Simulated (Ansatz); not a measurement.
# HfH3: the cost of one run

Program: Ansatz 0.2.0. Level of theory: DFT PBE, scalar-relativistic, plane waves, PAW. These are calculated values, not measurements.

## Step 1: Starting point

The structure is hexagonal, space group P-6m2 (No. 187). The conventional cell has a = 3.920 Å, b = 3.920 Å, c = 3.599 Å, α = 90.00°, β = 90.00°, γ = 120.00°. Around Hf (site symmetry -6m2) lie 12 H at 2.70 Å. Around H (site symmetry mm2) lie 2 H at 1.17 Å.

Coordinates:

```cif
data_structure
_symmetry_space_group_name_H-M 'P 1'
_symmetry_Int_Tables_number 1
_cell_length_a 3.9198
_cell_length_b 3.9198
_cell_length_c 3.5990
_cell_angle_alpha 90.000
_cell_angle_beta 90.000
_cell_angle_gamma 120.000
_cell_volume 47.89
loop_
_atom_site_label
_atom_site_type_symbol
_atom_site_fract_x
_atom_site_fract_y
_atom_site_fract_z
_atom_site_occupancy
Hf1 Hf 0.00000 0.00000 0.50000 1
H1 H 0.43291 0.56709 0.00000 1
H2 H 0.43291 0.86582 0.00000 1
H3 H 0.13418 0.56709 0.00000 1
```

Recipe of the guess: random cell by space group and Wyckoff sites (P-6m2, No. 187). The dimensions are guesses.

## Step 2: Probe: one point on a coarse mesh

Input file input.yaml:

```yaml
crystal:
  lattice:
    - [3.91983745, 0.0, 0.0]
    - [-1.95991873, 3.39467881, 0.0]
    - [0.0, 0.0, 3.59901262]
  atoms:
    - { symbol: Hf, position: [0.0, 0.0, 0.5] }
    - { symbol: H, position: [0.43290895, 0.56709105, 0.0] }
    - { symbol: H, position: [0.43290895, 0.8658179, 0.0] }
    - { symbol: H, position: [0.1341821, 0.56709105, 0.0] }
basis:
  ecutwfc: 420
kpoints:
  mp_grid: { grid: [6, 6, 6] }
hamiltonian:
  xc: pbe
scf:
  occupations: { method: gaussian, width: 0.1 }
  lower_state_search: "off"
output:
  forces: true
  stress: true
  eigenvalues: true
```

Command:

```sh
ansatz run input.yaml --threads 1 --pin off --max-ram 2560MiB --backend cpu --events-out ev --progress --plain --runs-dir out
```

What time and memory should one allow on 1 thread of AMD EPYC (Zen 3), shared host?

About 6.2 s, with a peak of 0.34 GiB.
